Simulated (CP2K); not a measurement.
Crystal: W.

```
W
1.0
     2.74070    0.00000    0.00000
    -0.91357    2.58396    0.00000
    -0.91357   -1.29198    2.23777
W
1
Cartesian
  0.0000 0.0000 0.0000
```

Base run:

* Program: CP2K 2026.2
* Functional: PBE
* Potentials or basis: POTENTIAL_UZH W GTH-PBE-q14; TZVP-MOLOPT-PBE-GTH basis
* Density cutoff: 6123 eV
* k mesh: 12 × 12 × 12
* Occupations: fermi-dirac, width 0.05 eV
* Spin: no spin polarisation

Its results: band gap on the k mesh none (metal or under the smearing width); pressure 3.6 GPa.

**Question.** After a change of settings the same cell gave: band gap on the k mesh none (metal or under the smearing width); pressure -3.2 GPa. Which change was it?
A. functional from PBE to PBEsol; occupations from fermi-dirac, width 0.05 eV to fermi-dirac, width 0.0259 eV
B. occupations from fermi-dirac, width 0.05 eV to fermi-dirac, width 0.01 eV; ngrids from 4 to 5
C. eps_default from 1.0E-9 to 1.0E-10; ngrids from 4 to 5

**Answer.** A.

Caveats: the basis of atomic orbitals isn't converged, which shifts pressures, moduli and gaps; the potentials were made for another functional, which shifts forces and pressure (some runs).

Not every run made on this cell is shown here.
